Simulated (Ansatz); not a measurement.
Consider the formal exchange of groups at a Ge–Se bond: `C[O][Ge]([F])([Cl])[SeH]` + `CC(=O)O` → `C[O][Ge]([OH])([F])[Cl]` + `CC(=O)[SeH]`.

Program: Ansatz. Geometries: PBE0-D4/def2-TZVP. ΔE: electronic, gas phase. CCSD(T)/CBS is the MP2 limit (def2-TZVPP, def2-QZVPP) plus CCSD(T) − MP2 in def2-TZVPP, frozen cores. DFT in def2-TZVPP. B3LYP here is the variant with VWN-RPA as its local correlation; programs differ in this. For Ge, Se outer-core shells are correlated without core-valence functions, which leaves a few kJ/mol of doubt a bond. Scalar relativity is left out up to krypton. Each species was taken in one conformer, which may not be the lowest.

```json
{"level": "PBE-D4", "ΔE (kcal/mol)": "14.7", "difference from CCSD(T)/CBS": "1.5"}
{"level": "r2SCAN-D4", "ΔE (kcal/mol)": "13.9", "difference from CCSD(T)/CBS": "0.7"}
{"level": "B3LYP-D4", "ΔE (kcal/mol)": "14.3", "difference from CCSD(T)/CBS": "1.1"}
{"level": "ωB97X-V", "ΔE (kcal/mol)": "15.5", "difference from CCSD(T)/CBS": "2.3"}
{"level": "B2PLYP", "ΔE (kcal/mol)": "13.4", "difference from CCSD(T)/CBS": "0.2"}
{"level": "MP2/def2-TZVPP", "ΔE (kcal/mol)": "12.3", "difference from CCSD(T)/CBS": "-0.9"}
{"level": "SCS-MP2/def2-TZVPP", "ΔE (kcal/mol)": "11.9", "difference from CCSD(T)/CBS": "-1.3"}
{"level": "CCSD(T)/def2-TZVPP", "ΔE (kcal/mol)": "12.7", "difference from CCSD(T)/CBS": "-0.5"}
{"level": "HF/def2-QZVPP", "ΔE (kcal/mol)": "15.8", "difference from CCSD(T)/CBS": "2.6"}
{"level": "HF/CBS(def2)", "ΔE (kcal/mol)": "15.7", "difference from CCSD(T)/CBS": "2.5"}
{"level": "CCSD(T)/CBS", "ΔE (kcal/mol)": "13.2", "difference from CCSD(T)/CBS": "0"}
```

Largest T1 diagnostic among the species: 0.015.

In def2-TZVPP, CCSD(T) changes the Hartree–Fock value by −3.6 kcal/mol (the triples alone add −0.6 kcal/mol) and MP2 by −3.9 kcal/mol. From PBE to PBE0 (25 % exact exchange), in def2-TZVPP and without D4, ΔE moves by +1.4 kcal/mol.

CCSD(T)/CBS has its own doubt, a few kJ/mol and more with outer-core shells, so smaller differences from it don't rank the levels.
